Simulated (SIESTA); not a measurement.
The system is TePb.

```xyz
2
Lattice="0.0000 3.2310 3.2310 3.2310 0.0000 3.2310 3.2310 3.2310 0.0000" Properties=species:S:1:pos:R:3 pbc="T T T"
Pb    0.0000    0.0000    0.0000
Te    3.2310    3.2310    3.2310
```

Program: SIESTA 5.4.2. Alike in all runs: task band structure; cell as given; smearing fermi-dirac 0.05 eV; grid cutoff 500 Ry; energy shift 0.003 Ry. Hardware: 1 thread of Intel(R) Xeon(R) Platinum 8488C (Sapphire Rapids) (shared host).

**Question.** Order these runs on this cell by their wall time, lowest first.
A. level AM05; potentials or basis PseudoDojo 0.4 standard (PBEsol files), DZP (energy shift 0.003 Ry; two zetas on semicore shells); spin off; k mesh 7 × 7 × 7
B. level PBE; potentials or basis PseudoDojo 0.4 standard (PBE files, fully relativistic), TZP (energy shift 0.003 Ry; two zetas on semicore shells); spin non-collinear, zero start, SOC; k mesh 5 × 5 × 5
C. level PBE; potentials or basis PseudoDojo 0.4 standard (PBE files), DZ (energy shift 0.003 Ry; two zetas on semicore shells); spin off; k mesh 7 × 7 × 7

**Answer.** C (17 s), A (36 s), B (99 s).

Caveats: the basis has no polarisation orbitals (some runs).
